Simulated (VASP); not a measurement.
MoS2, 3 atoms in the cell. It takes space group P-3m1 (No. 164, trigonal). Conventional cell: a = 3.564 Å, b = 3.564 Å, c = 5.749 Å, α = 90.00°, β = 90.00°, γ = 120.00°. Mo (site symmetry -3m) is surrounded by 6 S at 2.52 Å. S (site symmetry 3m) has 3 Mo at 2.52 Å as nearest neighbours. Measurements of this composition are mostly on another form, of space group No. 194.

```yaml
Program: VASP 6.6.1
Task: single point
Functional: PBE
Potentials_or_basis: VASP PAW PBE potentials, release 64 (Mo_sv, S)
Cutoff: 520 eV
k_mesh: 6 × 6 × 4
Occupations: gaussian, width 0.05 eV
Spin: collinear spin, ferromagnetic start
Starting_moments: "[1.0, 0.0, 0.0] μB"
Hubbard_terms: Mo d U = 6 eV
Further_INCAR_settings: ALGO = Fast; EDIFF = 1e-06; NBANDS = 24
```

Potentials or basis: VASP PAW PBE potentials, release 64 (Mo_sv, S).

Run with:

```sh
$ cat potpaw_PBE.64/Mo_sv/POTCAR potpaw_PBE.64/S/POTCAR > POTCAR
$ mpirun -np 1 vasp_std > vasp.out
```

Hardware: 1 thread of Intel(R) Xeon(R) 6975P-C (Granite Rapids), on a shared host.

Problem. Estimate the wall time of this run.

Solution. Wall time 46 s on 1 thread of Intel(R) Xeon(R) 6975P-C (Granite Rapids) (shared host), peak memory 0.24 GiB. Counts: scf iterations 19, k points 24.
